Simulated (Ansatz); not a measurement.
**Ga: relaxation of cell and atoms**

Level of theory: Ansatz 0.2.0, DFT, PBE, PAW with Ansatz's default frozen-core files, scalar-relativistic.

Command: `ansatz run input.yaml --threads 1 --pin off --max-ram 2048MiB --backend cpu --events-out ev --progress --plain --runs-dir out` The run took 14 s on 1 thread of Arm Neoverse V2, on a shared host.

```yaml
crystal:
  lattice:
    - [-1.4823189625, 1.4823189625, 1.4823189625]
    - [1.4823189625, -1.4823189625, 1.4823189625]
    - [1.4823189625, 1.4823189625, -1.4823189625]
  atoms:
    - { symbol: Ga, position: [0.0, 0.0, 0.0] }
kpoints:
  mp_grid: { grid: [17, 17, 17] }
scf:
  occupations: { method: fermi_dirac, width: 0.03 }
hamiltonian:
  xc: pbe
  pseudopotentials: { kind: paw }
output:
  forces: true
  stress: true
relax:
  f_tol: 0.005
  max_steps: 80
  cell: {}
```

The cell is built from the bcc type as a first guess.

The cutoff is 420 eV; energies and pressures of the walk include the program's estimate of the Pulay term.

Each frame lists the cell vectors (Å), then Cartesian positions (Å); symmetry keeps all forces zero. Free energies count from the first step, -3782.3462 eV.

The walk took 11 evaluations in all; steps that aren't listed are left out.

Step 1: E = 0.0 meV, P = 47.92 GPa

```
cell -1.4823 1.4823 1.4823 1.4823 -1.4823 1.4823 1.4823 1.4823 -1.4823
Ga    0.0000    0.0000    0.0000
```

Step 2: E = -411.1 meV, P = 21.70 GPa

```
cell -1.5539 1.5539 1.5539 1.5539 -1.5539 1.5539 1.5539 1.5539 -1.5539
Ga    0.0000    0.0000    0.0000
```

Step 3: E = -589.9 meV, P = 6.57 GPa

```
cell -1.6248 1.6248 1.6248 1.6248 -1.6248 1.6248 1.6248 1.6248 -1.6248
Ga    0.0000    0.0000    0.0000
```

Step 4: E = -601.8 meV, P = -4.29 GPa

```
cell -1.6980 1.6980 1.6980 1.6980 -1.6980 1.6980 1.6980 1.6980 -1.6980
Ga    0.0000    0.0000    0.0000
```

Step 5: E = -616.5 meV, P = -0.06 GPa

```
cell -1.6675 1.6675 1.6675 1.6675 -1.6675 1.6675 1.6675 1.6675 -1.6675
Ga    0.0000    0.0000    0.0000
```

Step 6: E = -616.5 meV, P = 0.00 GPa

```
cell -1.6671 1.6671 1.6671 1.6671 -1.6671 1.6671 1.6671 1.6671 -1.6671
Ga    0.0000    0.0000    0.0000
```

Step 7: E = -633.0 meV, P = 1.89 GPa (the cell of the step before, solved again on a basis chosen afresh, hence the jump)

Step 8: E = -636.3 meV, P = 0.65 GPa

```
cell -1.6801 1.6801 1.6801 1.6801 -1.6801 1.6801 1.6801 1.6801 -1.6801
Ga    0.0000    0.0000    0.0000
```

**Question.** How does the relaxation end?

**Answer.** It converges, with a = 3.376 Å, b = 3.376 Å, c = 3.376 Å, α = 90.00°, β = 90.00°, γ = 90.00° (conventional cell, space group Im-3m). The last solve (on a basis chosen afresh for the final cell, so its energy is not quite comparable) gives E = -637.0 meV, P = -0.01 GPa:
```
cell -1.6880 1.6880 1.6880 1.6880 -1.6880 1.6880 1.6880 1.6880 -1.6880
Ga    0.0000    0.0000    0.0000
```
